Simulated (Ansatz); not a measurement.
SrF₂:
```
CELL_PARAMETERS angstrom
      0.00000     2.89518     2.89518
      2.89518     0.00000     2.89518
      2.89518     2.89518     0.00000
ATOMIC_POSITIONS crystal
  Sr 0.00000 0.00000 0.00000
  F  0.25000 0.25000 0.25000
  F  0.75000 0.75000 0.75000
```

Relaxed with r²SCAN. Special points in fractions of this cell's reciprocal vectors: Γ (0.000, 0.000, 0.000); X (0.500, 0.000, 0.500); U (0.625, 0.250, 0.625); K (0.375, 0.375, 0.750); L (0.500, 0.500, 0.500); W (0.500, 0.250, 0.750).

List the band energies nearest the valence-band maximum at these points for r²SCAN in the plane-wave PAW code Ansatz.

In eV from the valence-band maximum; about four levels below and three above (degenerate sets whole), none deeper than 8.9 eV; points with the same levels are listed once.

```json
[
 {"k": "Γ", "below": "-1.69 -1.69 -1.69 -0.10 -0.10 -0.10", "above": "7.60 10.95 10.95"},
 {"k": "X", "below": "-0.92 -0.92 -0.27 -0.27 0.00", "above": "8.73 11.18 12.42"},
 {"k": "U", "below": "-0.86 -0.49 -0.23 -0.07", "above": "9.01 11.41 11.74"},
 {"k": "L", "below": "-0.88 -0.73 -0.43 -0.43", "above": "10.71 11.00 11.00"},
 {"k": "W", "below": "-0.62 -0.62 -0.20 -0.07", "above": "9.05 11.62 11.80 11.80"}
]
```

Space group Fm-3m (fluorite). The cell was relaxed with r²SCAN under the symmetry of its start; phonons on a q-mesh show no instability. Spin–orbit coupling is left out wherever it is not named.

Potentials: the later of the program's two PAW sets.
